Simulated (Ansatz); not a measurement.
The system is FeO (Wuestite).

```
CELL_PARAMETERS angstrom
0.00000 2.15540 2.15540
2.15540 0.00000 2.15540
2.15540 2.15540 0.00000
ATOMIC_POSITIONS crystal
Fe 0.00000 0.00000 0.00000
O 0.50000 0.50000 0.50000
```

| Quantity | Value |
| --- | --- |
| Program | Ansatz 0.2.0 |
| Task | relaxation of cell and atoms |
| Functional | RPBE |
| Potentials or basis | all-electron LAPW, scalar-relativistic |
| Basis error allowed | 0.001 eV/atom |
| k mesh | 8 × 8 × 8 |
| Occupations | fermi-dirac, width 0.05 eV |
| Spin | collinear spin, ferromagnetic start |
| Starting moments | [3.0, 0.0] μB |

At the start: volume 10.01 Å³/atom.

**Question.** How do energy, volume and symmetry change on relaxing?

**Answer.** Over 5 steps the energy falls by 4.9 meV/atom and the volume is 10.31 Å³/atom (+3.0 %); space group Fm-3m (No. 225, to 0.05 Å); moment 4.00 μB per cell.

Step by step:
```tsv
step	energy change (eV)	largest force (eV/Å)	volume (Å³)
1	0.0000	0.0000	20.03
2	-0.0081	0.0000	20.38
3	-0.0097	0.0000	20.62
4	-0.0097	0.0000	20.63
5	-0.0097	0.0000	20.63
```

Final structure:
```
CELL_PARAMETERS angstrom
0.00000 2.17681 2.17681
2.17681 0.00000 2.17681
2.17681 2.17681 0.00000
ATOMIC_POSITIONS crystal
Fe 0.00000 0.00000 0.00000
O 0.50000 0.50000 0.50000
```

Caveat: the k mesh is thin for a metal, which can move the energy by tens of meV per atom; a cell with one magnetic atom can't hold antiferromagnetic order, which such compounds often take.
